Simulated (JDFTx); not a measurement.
# Mo (P-1) in JDFTx: convergence with rho ratio

Aim: find how far rho ratio must go before the results for Mo settle, at RPBE. This setting moves, with any that are tied to it; all else stays.

All numbers are computed with JDFTx 1.7.0 (patched build); they aren't measurements. Logs are shortened: lines on timing, memory, paths and dates and some standing lists are left out, and cuts for length are marked. The log counts tension as positive stress, the text compression.

### 1 The cell of the first run

The typed cell holds 1 atom: a = 2.754 Å, b = 2.720 Å, c = 2.713 Å, α = 107.33°, β = 109.72°, γ = 110.01°.

The cell isn't the ideal one: cell strained at random at fixed volume.

### 2 With rho ratio 4

Mo.in reads:

```
lattice \
   -3.0129585461     3.0469679472     3.0360113151 \
    3.0071136232    -2.9159607939     2.9390116731 \
    2.9943390746     2.9371937566    -2.9031843555
coords-type Cartesian
ion Mo    -0.1570529397    -0.0138220131    -0.0171507172 1

ion-species pseudo/Mo.upf
elec-cutoff 40
elec-ex-corr gga-x-rpbe gga-c-pbe
kpoint-folding 8 8 8
elec-smearing Fermi 0.0018374661
elec-n-bands 13
electronic-SCF nIterations 100 energyDiffThreshold 1e-09
electronic-minimize nIterations 30 energyDiffThreshold 1e-7
forces-output-coords Cartesian

dump-name run.$VAR
dump End Ecomponents EigStats BandEigs Kpoints Forces Stress
```

Potentials or basis: PseudoDojo-SR-PBE-0.5-stringent.

Launch:

```sh
jdftx -c 1 -i Mo.in -o Mo.out
```

What it wrote:

```text
*************** JDFTx 1.7.0 (patched build) ***************

Input parsed successfully to the following command list (including defaults):
[... the input with its defaults ...]

---------- Setting up symmetries ----------

Found 2 point-group symmetries of the bravais lattice
Found 2 space-group symmetries with basis
Applied RMS atom displacement 0 bohrs to make symmetries exact.

---------- Initializing the Grid ----------
R =
[     -3.01296      3.04697      3.03601  ]
[      3.00711     -2.91596      2.93901  ]
[      2.99434      2.93719     -2.90318  ]
unit cell volume = 107.242
G =
[ -0.00977701    1.04073    1.04335  ]
[     1.0271 -0.0201354    1.05371  ]
[    1.02905    1.05303 -0.0220827  ]
Minimum fftbox size, Smin = [  32  32  32  ]
Chosen fftbox size, S = [  32  32  32  ]

---------- Exchange Correlation functional ----------
Initialized LibXC exchange functional 'Hammer, Hansen, and Norskov'
Initialized LibXC correlation functional 'Perdew, Burke & Ernzerhof'

---------- Setting up pseudopotentials ----------
Width of ionic core gaussian charges (only for fluid interactions / plotting) set to 0

Reading pseudopotential file 'pseudo/Mo.upf':
  'Mo' pseudopotential, 'PBE' functional
  Generated using ONCVPSP code by D. R. Hamann
  14 valence electrons, 4 orbitals, 6 projectors, 1001 radial grid points, with lMax = 2
    4S    l: 0   occupation:  2.0   eigenvalue: -2.364714
    4P    l: 1   occupation:  6.0   eigenvalue: -1.414320
    4D    l: 2   occupation:  5.0   eigenvalue: -0.137921
    5S    l: 0   occupation:  1.0   eigenvalue: -0.150182
  Core radius for overlap checks: 1.35 bohrs.

Initialized 1 species with 1 total atoms.

Folded 1 k-points by 8x8x8 to 512 k-points.

---------- Setting up k-points, bands, fillings ----------
Reduced to 260 k-points under symmetry.
Computing the number of bands and number of electrons
Calculating initial fillings.
nElectrons:  14.000000   nBands: 13   nStates: 260

----- Setting up reduced wavefunction bases (one per k-point) -----
average nbasis = 1295.846 , ideal nbasis = 1295.833

---------- Setting up ewald sum ----------
Optimum gaussian width for ewald sums = 1.871312 bohr.
Real space sum over 2197 unit cells with max indices [  6  6  6  ]
Reciprocal space sum over 2197 terms with max indices [  6  6  6  ]

---------- Allocating electronic variables ----------
Initializing wave functions:  linear combination of atomic orbitals
Note: number of bands (13) exceeds available atomic orbitals (10)
Mo pseudo-atom occupations:   s ( 2 2 )  p ( 6 )  d ( 4 )
	FillingsUpdate:  mu: +0.784356913  nElectrons: 14.000000
LCAOMinimize: Iter:   0  F: -68.4366016821305294  |grad|_K:  1.764e-04  alpha:  1.000e+00
	FillingsUpdate:  mu: +0.780801152  nElectrons: 14.000000
LCAOMinimize: Iter:   1  F: -68.4370517125459941  |grad|_K:  3.863e-06  alpha:  6.590e-01  linmin: -5.865e-03  cgtest:  1.256e-02
	FillingsUpdate:  mu: +0.780799037  nElectrons: 14.000000
LCAOMinimize: Iter:   2  F: -68.4370520113932770  |grad|_K:  5.592e-07  alpha:  9.114e-01  linmin:  5.204e-04  cgtest: -3.668e-03
	FillingsUpdate:  mu: +0.780798604  nElectrons: 14.000000
LCAOMinimize: Iter:   3  F: -68.4370520168092042  |grad|_K:  1.890e-08  alpha:  7.886e-01  linmin: -5.292e-04  cgtest:  1.869e-02
LCAOMinimize: Converged (|Delta F|<1.000000e-06 for 2 iters).

-------- Electronic minimization -----------
Will mix electronic density at each iteration.
	FillingsUpdate:  mu: +0.780798604  nElectrons: 14.000000
	FillingsUpdate:  mu: +0.770150097  nElectrons: 14.000000
SCF: Cycle:  0   F: -68.456859938302770   dF: -1.981e-02   |Residual|: 2.347e-02   |deigs|: 3.982e-01
	FillingsUpdate:  mu: +0.769139253  nElectrons: 14.000000
SCF: Cycle:  1   F: -68.457027058275898   dF: -1.671e-04   |Residual|: 1.239e-02   |deigs|: 1.064e-02
	FillingsUpdate:  mu: +0.768420448  nElectrons: 14.000000
SCF: Cycle:  2   F: -68.457037973845871   dF: -1.092e-05   |Residual|: 1.002e-03   |deigs|: 1.950e-03
	FillingsUpdate:  mu: +0.768447196  nElectrons: 14.000000
SCF: Cycle:  3   F: -68.457038518588320   dF: -5.447e-07   |Residual|: 4.585e-04   |deigs|: 3.137e-04
	FillingsUpdate:  mu: +0.768447284  nElectrons: 14.000000
SCF: Cycle:  4   F: -68.457038614475522   dF: -9.589e-08   |Residual|: 5.617e-05   |deigs|: 1.295e-04
	FillingsUpdate:  mu: +0.768446385  nElectrons: 14.000000
SCF: Cycle:  5   F: -68.457038633506187   dF: -1.903e-08   |Residual|: 1.526e-05   |deigs|: 7.633e-05
	FillingsUpdate:  mu: +0.768446025  nElectrons: 14.000000
SCF: Cycle:  6   F: -68.457038638117368   dF: -4.611e-09   |Residual|: 8.021e-06   |deigs|: 5.969e-05
	FillingsUpdate:  mu: +0.768446430  nElectrons: 14.000000
SCF: Cycle:  7   F: -68.457038639411465   dF: -1.294e-09   |Residual|: 4.466e-06   |deigs|: 9.528e-05
	FillingsUpdate:  mu: +0.768446278  nElectrons: 14.000000
SCF: Cycle:  8   F: -68.457038639772918   dF: -3.615e-10   |Residual|: 2.469e-06   |deigs|: 1.112e-04
	FillingsUpdate:  mu: +0.768446276  nElectrons: 14.000000
SCF: Cycle:  9   F: -68.457038639862006   dF: -8.909e-11   |Residual|: 3.379e-06   |deigs|: 2.180e-04
SCF: Converged (|Delta E|<1.000000e-09 for 2 iters).

Setting wave functions to eigenvectors of Hamiltonian

# Stress tensor in Cartesian coordinates [Eh/a0^3]:
[   4.9125e-05  2.17101e-05  3.25167e-05  ]
[  2.17101e-05 -0.000145173  7.99343e-05  ]
[  3.25167e-05  7.99343e-05 -0.000166727  ]

# Ionic positions in cartesian coordinates:
ion Mo  -0.157052939700000  -0.013822013100000  -0.017150717200000 1

# Forces in Cartesian coordinates:
force Mo   0.000000000000000   0.000000000000000   0.000000000000000 1

# Energy components:
   Eewald =      -59.5735689606367771
       EH =        9.0196969324736180
     Eloc =      -40.2755413500701351
      Enl =        8.6099446808593303
      Exc =      -10.3244117366072441
 Exc_core =        1.8348604841062772
       KE =       22.2522181172103295
-------------------------------------
     Etot =      -68.4568018326645955
       TS =        0.0002368071974143
-------------------------------------
        F =      -68.4570386398620059

IonicMinimize: Iter:   0  F: -68.457038639862006  |grad|_K:  0.000e+00
IonicMinimize: Converged (|grad|_K<1.000000e-04).

#--- Lowdin population analysis ---
# oxidation-state Mo +0.083

Dumping 'run.eigStats' ...
	eMin: -1.482182 at state 0 ( [ +0.000000 +0.000000 +0.000000 ] spin 0 )
	HOMO: +0.768248 at state 84 ( [ +0.125000 -0.250000 +0.250000 ] spin 0 )
	mu  : +0.768446
	LUMO: +0.768840 at state 162 ( [ +0.375000 +0.000000 +0.000000 ] spin 0 )
	eMax: +1.491706 at state 193 ( [ +0.375000 +0.375000 -0.125000 ] spin 0 )
	HOMO-LUMO gap: +0.000591
	Optical gap  : +0.021070 at state 97 ( [ +0.125000 -0.125000 -0.125000 ] spin 0 )
Done!
```

Wall time 83 s (1 thread of Intel Xeon Platinum 8488C (Sapphire Rapids), shared host); peak memory 0.2 GiB.

Results:

```
Free energy            : -1862.8109 eV
Pressure               : 2.6 GPa
Band gap on the k mesh : none (metal or under the smearing width)
```

### 3 With rho ratio 5

Changes to Mo.in since step 2:

```diff
@@ -8,3 +8,3 @@
 ion-species pseudo/Mo.upf
-elec-cutoff 40
+elec-cutoff 40 200
 elec-ex-corr gga-x-rpbe gga-c-pbe
```

Potentials or basis: PseudoDojo-SR-PBE-0.5-stringent.

Launch:

```sh
jdftx -c 1 -i Mo.in -o Mo.out
```

Wall time 73 s (1 thread of Intel Xeon Platinum 8488C (Sapphire Rapids), shared host); peak memory 0.19 GiB.

It converged, with:

```yaml
Free_energy: -1862.8109 eV
Pressure: 2.6 GPa
Band_gap_on_the_k_mesh: none (metal or under the smearing width)
```

### 4 With rho ratio 6

Changes to Mo.in since step 3:

```diff
@@ -8,3 +8,3 @@
 ion-species pseudo/Mo.upf
-elec-cutoff 40 200
+elec-cutoff 40 240
 elec-ex-corr gga-x-rpbe gga-c-pbe
```

Launch:

```sh
jdftx -c 1 -i Mo.in -o Mo.out
```

It took 72 s on 1 thread of Intel Xeon Platinum 8488C (Sapphire Rapids), shared host; peak memory 0.2 GiB.

The run converged. Its results:

```yaml
Free_energy: -1862.8109 eV
Pressure: 2.6 GPa
Band_gap_on_the_k_mesh: none (metal or under the smearing width)
```

### 5 With rho ratio 8

Changes to Mo.in since step 4:

```diff
@@ -8,3 +8,3 @@
 ion-species pseudo/Mo.upf
-elec-cutoff 40 240
+elec-cutoff 40 320
 elec-ex-corr gga-x-rpbe gga-c-pbe
```

Launch:

```sh
jdftx -c 1 -i Mo.in -o Mo.out
```

It took 77 s on 1 thread of Intel Xeon Platinum 8488C (Sapphire Rapids), shared host; peak memory 0.21 GiB.

The run converged. Its results:

```
Free energy            : -1862.8109 eV
Pressure               : 2.6 GPa
Band gap on the k mesh : none (metal or under the smearing width)
```

### 6 With rho ratio 10

Changes to Mo.in since step 5:

```diff
@@ -8,3 +8,3 @@
 ion-species pseudo/Mo.upf
-elec-cutoff 40 320
+elec-cutoff 40 400
 elec-ex-corr gga-x-rpbe gga-c-pbe
```

Potentials or basis: PseudoDojo-SR-PBE-0.5-stringent.

Launch:

```sh
jdftx -c 1 -i Mo.in -o Mo.out
```

It took 76 s on 1 thread of Intel Xeon Platinum 8488C (Sapphire Rapids), shared host; peak memory 0.21 GiB.

The run converged. Its results:

```
Free energy            : -1862.8109 eV
Pressure               : 2.6 GPa
Band gap on the k mesh : none (metal or under the smearing width)
```

### 7 The series at a glance

| rho ratio | energy less the tightest run, at zero smearing (meV/atom) | SCF cycles | CPU time (s) | peak memory (GiB) |
| --- | --- | --- | --- | --- |
| 4 | 0.03 | 10 | 82 | 0.2 |
| 5 | 0.01 | 10 | 73 | 0.19 |
| 6 | 0.01 | 10 | 72 | 0.2 |
| 8 | 0.00 | 10 | 77 | 0.21 |
| 10 | 0.00 | 10 | 76 | 0.21 |

Against the tightest run, the energy stays within 1 meV/atom from 4 on. The tightest run that finished is the yardstick and may itself not be fully converged.

Caveats: the potentials were made for another functional, which shifts forces and pressure.
